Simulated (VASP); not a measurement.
## MgI2: single point with PBE

The system is MgI2.

```
Mg I
1.0
     2.07868    1.20013    6.89235
    -2.07868    1.20013    6.89235
     0.00000   -2.40025    6.89235
Mg I
1 2
Direct
  0.00000 0.00000 0.00000
  0.25269 0.25269 0.25269
  0.74731 0.74731 0.74731
```

The cell was built by a generator and needn't be a form met in nature.

```yaml
Program: VASP 6.6.1
Task: single point
Functional: PBE
Potentials_or_basis: VASP PAW PBE potentials, release 64 (Mg, I)
Cutoff: 520 eV
k_mesh: 6 × 6 × 6
Occupations: gaussian, width 0.01 eV
Spin: no spin polarisation
Dipole_correction: no
Further_INCAR_settings: ALGO = Fast; EDIFF = 1e-07; NBANDS = 15
```

| Quantity | Value |
| --- | --- |
| Pressure | 1.1 GPa |
| Band gap on the k mesh | 3.25 eV, indirect (least direct gap 3.66 eV) |

Stress tensor (GPa, compression positive):
```
1.00 0.00 0.00
0.00 1.00 0.00
0.00 0.00 1.22
```

Levels at points of the mesh, in eV from the valence-band top:
```tsv
k point	band 5	band 6	band 7	band 8	band 9	band 10	band 11	band 12
(0.00, 0.00, 0.00)	-0.44	-0.06	-0.06	0.00	3.69	4.74	6.53	6.53
(0.50, 0.00, 0.00)	-1.61	-1.22	-1.20	-0.68	3.81	5.43	6.36	7.08
(0.50, 0.50, 0.00)	-1.37	-1.30	-0.45	-0.41	3.25	5.02	5.12	6.96
(0.50, 0.50, 0.50)	-0.35	-0.35	-0.17	-0.17	4.63	4.90	6.69	6.69
```

Wall time 2 min on 1 thread of Intel(R) Xeon(R) Platinum 8488C (Sapphire Rapids) (shared host), peak memory 0.4 GiB.

Caveat: spin-orbit coupling is left out, which moves the levels of the heavy elements. A k mesh can miss the band edges.
